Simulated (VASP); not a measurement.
Tb:

```xyz
1
Lattice="0.0000 2.5200 2.5200 2.5200 0.0000 2.5200 2.5200 2.5200 0.0000" Properties=species:S:1:pos:R:3 pbc="T T T"
Tb    0.0000    0.0000    0.0000
```

This isn't the form of Tb at room conditions, which is hcp.

```yaml
Program: VASP 6.6.1
Task: single point
Functional: PBE
Potentials_or_basis: VASP PAW PBE potentials, release 64 (Tb)
Cutoff: 520 eV
k_mesh: 9 × 9 × 9
Occupations: fermi-dirac, width 0.05 eV
Spin: collinear spin, ferromagnetic start
Starting_moments: "[6.0] μB"
```

On this cell: pressure 0.1 GPa; net moment 5.87 μB per cell; site moments Tb +5.70 μB; band gap on the k mesh none (metal or under the smearing width).

The same run follows on a disturbed copy (cell strained at random at fixed volume):

```
Tb
1.0
    -0.04084    2.58236    2.45205
     2.49875   -0.01184    2.42305
     2.51580    2.57041   -0.02889
Tb
1
Direct
  0.98506 0.00114 0.02517
```

What changes?

The energy (extrapolated to zero smearing) moves by +5.5 meV/atom; pressure 0.1 GPa; net moment 5.88 μB per cell; site moments Tb +5.70 μB; band gap on the k mesh none (metal or under the smearing width).

Stress tensor (GPa, compression positive):
```
 0.07  0.27  0.73
 0.27 -0.52  0.00
 0.73  0.00  0.72
```

Caveats: the magnetic or orbital state may not be the lowest; spin-orbit coupling is left out, which moves the levels of the heavy elements.
